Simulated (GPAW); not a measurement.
The system is FeO.

```xyz
2
Lattice="1.5177 0.8762 2.5158 -1.5177 0.8762 2.5158 0.0000 -1.7525 2.5158" Properties=species:S:1:pos:R:3 pbc="T T T"
Fe    0.0000    0.0000    0.0000
O     0.0000    0.0000    3.7737
```

Base run:

* Program: GPAW 26.7.0
* Functional: r2SCAN
* Potentials or basis: GPAW PAW data sets (gpaw-data 1.2.1)
* Cutoff: 600 eV
* Basis: pw
* k mesh: 8 × 8 × 8
* Occupations: gaussian, width 0.05 eV
* Spin: collinear spin, ferromagnetic start
* Starting moments: [4.0, 0.0] μB
* Fixed moment: 4 μB
* Hubbard terms: Fe d U = 7 eV

Its results: pressure -2.9 GPa; net moment 4.00 μB per cell; site moments Fe +3.81; O +0.12 μB.

**Question.** The run is repeated on the same cell with these changes: fixed moment from 4 μB to none; hubbard terms from Fe d U = 7 eV to Fe d U = 1.5 eV. What comes out?

**Answer.** Pressure -8.7 GPa; net moment 4.00 μB per cell; site moments Fe +3.67; O +0.20 μB.

Caveats: the cutoff is short for stress and forces, so pressures can be off by a GPa or more; the PAW data sets were made with another functional, which shifts forces and pressure a little; a cell with one magnetic atom can't hold antiferromagnetic order, which such compounds often take; the total moment is fixed, so each spin has its own Fermi level (some runs).
